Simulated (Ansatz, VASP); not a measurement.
**One calculation of YbH3, two programs**

Contents of INCAR:

```
PREC = Accurate
ENCUT = 520
EDIFF = 1E-7
ISMEAR = -1
SIGMA = 0.05
LREAL = False
LASPH = True
NELM = 100
ALGO = Normal
ISIF = 2
LWAVE = False
LCHARG = True
ISPIN = 2
MAGMOM = 1 0 0 0
LORBIT = 11
LMAXMIX = 6
GGA = PE
LELF = True
LVHAR = True
NBANDS = 26
```

Contents of KPOINTS:

```
regular mesh
0
Gamma
  9 9 9
```

The input POSCAR:

```
YbH3
1.0
    0.0000000000      2.6049710000      2.6049710000
    2.6049710000      0.0000000000      2.6049710000
    2.6049710000      2.6049710000      0.0000000000
Yb H
1 3
Direct
    0.0000000000      0.0000000000      0.0000000000
    0.5000000000      0.5000000000      0.5000000000
    0.2500000000      0.2500000000      0.2500000000
    0.7500000000      0.7500000000      0.7500000000
```

Contents of input.yaml:

```yaml
crystal:
  lattice:
    - [0.0, 2.604971, 2.604971]
    - [2.604971, 0.0, 2.604971]
    - [2.604971, 2.604971, 0.0]
  atoms:
    - { symbol: Yb, position: [0.0, 0.0, 0.0], spin: 1.0 }
    - { symbol: H, position: [0.5, 0.5, 0.5] }
    - { symbol: H, position: [0.25, 0.25, 0.25] }
    - { symbol: H, position: [0.75, 0.75, 0.75] }
hamiltonian:
  xc: pbe
  pseudopotentials: { kind: paw }
magnetization:
  spin_polarized: true
kpoints:
  mp_grid: { grid: [9, 9, 9] }
scf:
  occupations: { method: fermi_dirac, width: 0.05 }
output:
  forces: true
  stress: true
  eigenvalues: true
  write_density: true
  write_potential: true
  elf: true
  volumetric_format: npy
```

The cell comes from a database or a generator and needn't be the stable form of this composition.

Alike in both runs: task single point; functional PBE; k mesh 9 × 9 × 9; occupations fermi-dirac, width 0.05 eV; collinear spin, ferromagnetic start.

|  | VASP | Ansatz |
| --- | --- | --- |
| version | VASP 6.6.1 | Ansatz 0.2.0 |
| potentials or method | VASP PAW PBE potentials, release 64 (Yb, H) | Ansatz PAW |
| plane-wave cutoff (eV) | 520 | 420 |
| valence electrons in the cell | 27 | 27 |

|  | VASP | Ansatz | Ansatz less VASP |
| --- | --- | --- | --- |
| gap on the k mesh at the Fermi level (eV) | none | none | - |
| pressure (GPa) | -5.4 | -5.4 | +0.03 |
| net moment per atom (μB) | 0.04 | 0.04 | -0.002 |
| size of the moment on the site where the two differ most (μB) | 0.16 | 0.16 | -0.007 |

Site moments also hang on the region over which each program counts them. A gap of «none» marks a metal or a gap that the smearing closes.

Caveats: spin-orbit coupling is left out, which moves the levels of the heavy elements; without U or exact exchange the open f shell lies at the Fermi level, which spoils levels, moments and volumes. The state reached can hang on the start; a lower one may exist.
